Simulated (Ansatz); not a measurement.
**Au in Ansatz: the effect of functional**

Au:

```
Au
1.0
     2.90000    0.00000    0.00000
    -1.45000    2.51147    0.00000
     0.00000    0.00000    4.88000
Au
2
Direct
  0.66667 0.33333 0.25000
  0.33333 0.66667 0.75000
```

This isn't the form of Au at room conditions, which is fcc.

Alike in all runs:

```yaml
Program: Ansatz 0.2.0
Task: band structure
Potentials_or_basis: Ansatz PAW
k_mesh: 6 × 6 × 3
Occupations: fermi-dirac, width 0.05 eV
Spin: no spin polarisation
```

Task: One run gave: pressure -10.2 GPa. Which functional did it use?
A. LDA
B. r2SCAN
C. PBEsol

Result: A.

```csv
functional,cutoff,pressure (GPa)
LDA,420 eV,-10.2
PBEsol,420 eV,-6.0
r2SCAN,500 eV,-0.1
```

Caveats: all runs use coarse meshes; the PAW data sets come from PBE, with cores solved anew for the run's functional, which leaves a small shift of forces and pressure.

Not every run made on this cell is shown here.
